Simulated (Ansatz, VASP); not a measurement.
Two plane-wave programs on ZnS

```
CELL_PARAMETERS angstrom
0.00000 2.70465 2.70465
2.70465 0.00000 2.70465
2.70465 2.70465 0.00000
ATOMIC_POSITIONS crystal
Zn 0.00000 0.00000 0.00000
S 0.75000 0.75000 0.75000
```

Alike in both runs: task single point; functional r2SCAN; k mesh 8 × 8 × 8; occupations gaussian, width 0.05 eV; no spin polarisation.

|  | VASP | Ansatz |
| --- | --- | --- |
| version | VASP 6.6.1 | Ansatz 0.2.0 |
| potentials or method | VASP PAW PBE potentials, release 64 (Zn, S) | scalar-relativistic, plane waves, PAW |
| plane-wave cutoff (eV) | 520 | 500 |
| valence electrons in the cell | 18 | 18 |

```csv
,VASP,Ansatz,Ansatz less VASP
gap on the k mesh at the Fermi level (eV),2.66,2.65,-0.009
least direct gap on the mesh (eV),2.66,2.65,-0.009
pressure (GPa),-0.8,-0.9,-0.02
```

Caveats: the PAW data sets were made with another functional, which shifts forces and pressure a little (VASP). r2SCAN opens gaps a little over a GGA but as a rule still falls short of measured ones.
